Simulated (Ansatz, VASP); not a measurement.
# Two plane-wave programs on TaN

```
Ta N
1.0
     2.97666    0.00000    0.00000
    -1.48833    2.57786    0.00000
     0.00000    0.00000    2.92094
Ta N
1 1
Direct
  0.33333 0.66667 0.50000
  0.00000 0.00000 0.00000
```

Change from the starting cell: volume scaled by 1.04, ions relaxed.

Alike in both runs: functional PBE; k mesh 18 × 18 × 16; occupations fermi-dirac, width 0.05 eV; collinear spin.

Ansatz relaxed the structure, and its values are those at the end. VASP's run is a single point on that final structure, the one shown.

```csv
,VASP,Ansatz
version,VASP 6.6.1,Ansatz 0.2.0
potentials or method,"VASP PAW PBE potentials, release 64 (Ta_pv, N)","plane-wave PAW, scalar-relativistic"
plane-wave cutoff (eV),520,420
valence electrons in the cell,16,18
```

Ansatz gave:

* pressure (GPa): -8.2
* net moment per atom (μB): 0.00

Question: What did VASP give for the same quantities?

Answer: Pressure (GPa): -7.7; net moment per atom (μB): 0.00.

With one functional, cell and mesh, what is left measures potentials, basis and numerics. The two sets of potentials don't hold the same shells in valence. Ansatz warned: «gradients_without_spin_orbit».

The runs have no spin-orbit coupling, so splittings on Ta are missing.
